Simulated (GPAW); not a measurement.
The system is VH2.

```
CELL_PARAMETERS angstrom
0.00000 2.13550 2.13550
2.13550 0.00000 2.13550
2.13550 2.13550 0.00000
ATOMIC_POSITIONS crystal
V 0.00000 0.00000 0.00000
H 0.75000 0.75000 0.75000
H 0.25000 0.25000 0.25000
```

```yaml
Program: GPAW 26.7.0
Task: relaxation of cell and atoms
Functional: LDA
Potentials_or_basis: the program's PAW data sets (release 1.2.1) made for this functional
Cutoff: 600 eV
Basis: pw
k_mesh: 11 × 11 × 11
Occupations: improved-tetrahedron-method
Spin: collinear spin, ferromagnetic start
Starting_moments: "[2.0, 0.0, 0.0] μB"
Hubbard_terms: V d U = 4 eV
```

At the start: pressure 6.3 GPa; volume 6.49 Å³/atom.

How do energy, volume and symmetry change on relaxing?

Over 7 steps the energy falls by 6.5 meV/atom and the volume is 6.78 Å³/atom (+4.5 %); space group Fm-3m (No. 225, to 0.05 Å); moment 1.72 μB per cell.

Step by step:
| step | energy change (eV) | largest force (eV/Å) | pressure (GPa) | volume (Å³) |
| --- | --- | --- | --- | --- |
| 1 | 0.0000 | 0.0000 | 6.28 | 19.48 |
| 2 | -0.0020 | 0.0000 | 5.89 | 19.53 |
| 3 | -0.0056 | 0.0000 | 5.15 | 19.62 |
| 4 | -0.0100 | 0.0000 | 4.13 | 19.76 |
| 5 | -0.0143 | 0.0000 | 2.91 | 19.94 |
| 6 | -0.0177 | 0.0000 | 1.58 | 20.13 |
| 7 | -0.0196 | 0.0000 | 0.22 | 20.35 |

Final structure:
```
V H
1.0
     0.00000    2.16692    2.16692
     2.16692    0.00000    2.16692
     2.16692    2.16692    0.00000
V H
1 2
Direct
  0.00000 0.00000 0.00000
  0.75000 0.75000 0.75000
  0.25000 0.25000 0.25000
```

Caveat: each step starts from the last one's moments, so a moment once lost doesn't come back; later steps reuse the first step's grids; the U is typed as a test and isn't derived for this compound.
